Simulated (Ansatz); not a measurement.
Stationary points along a deformation path in Sc$_{2}$Al

Theory: DFT r2SCAN, scalar-relativistic, plane waves, PAW in Ansatz. Cutoff 500 eV, Γ-centred 12×12×10 k-points, Gaussian smearing of 0.15 eV. No spin polarisation. Energies are free energies at this smearing, counted from the undisturbed cell; pressure is positive in compression.

The starting cell (relaxed at this level; it needn't be the usual structure):

```
Sc Al
1.0
     4.88803    0.00000    0.00000
    -2.44401    4.23316    0.00000
     0.00000    0.00000    6.16332
Sc Al
4 2
Direct
  0.00000 0.00000 0.00000
  0.00000 0.00000 0.50000
  0.33333 0.66667 0.75000
  0.66667 0.33333 0.25000
  0.33333 0.66667 0.25000
  0.66667 0.33333 0.75000
```

At fixed volume and fractional coordinates, lengths along (0.000, 0.000, 1.000) are scaled against those across it; ρ is that ratio over its starting value. V = 21.255 Å³/atom. Δσ is the stress along the axis less the mean stress across it (compression positive).

```
    ρ  ΔE (meV/atom)  Δσ (GPa) space group
0.850          167.9     24.02     P6_3/mmc
0.920           43.3     11.76     P6_3/mmc
0.960           10.5      5.71     P6_3/mmc
1.000            0.0      0.12     P6_3/mmc
1.050           13.2     -6.17     P6_3/mmc
1.100           50.1    -11.67     P6_3/mmc
1.200          175.0    -20.43     P6_3/mmc
```

Question: How does the stress give the slope of the energy, and where is the energy stationary?

Answer: Along the path d ln(length) is 2/3 d ln ρ on the axis and −1/3 d ln ρ across it, so dE/d ln ρ = −(2/3) V Δσ: the energy falls with ρ where Δσ is positive. Δσ vanishes or changes sign between ρ = 1.000 and 1.050, a minimum (near 1.00 by linear interpolation). Pairs of stationary points between two samples would go unseen, and could change a minimum read from distant neighbours into a maximum.

Question: Integrate that slope from ρ = 1 to 1.200 by the trapezoid rule.

Answer: With V/N in Å³ and 1 eV/Å³ = 160.2 GPa the slopes at ρ = 1.000, 1.050, 1.100, 1.200 are -11, 545, 1032, 1807 meV/atom per unit of ln ρ. The steps add 13.0 + 36.7 + 123.5 = 173.3 meV/atom, against 175.0 from the energies; the trapezoid rule misses the curvature of the slope within each step.

In a metal these slopes depend on the k mesh and the smearing.

Cost: 7 runs of about 12 core-minutes in all, on Intel Xeon Processor @ 2.50GHz (Skylake/Cascade Lake) (shared hosts).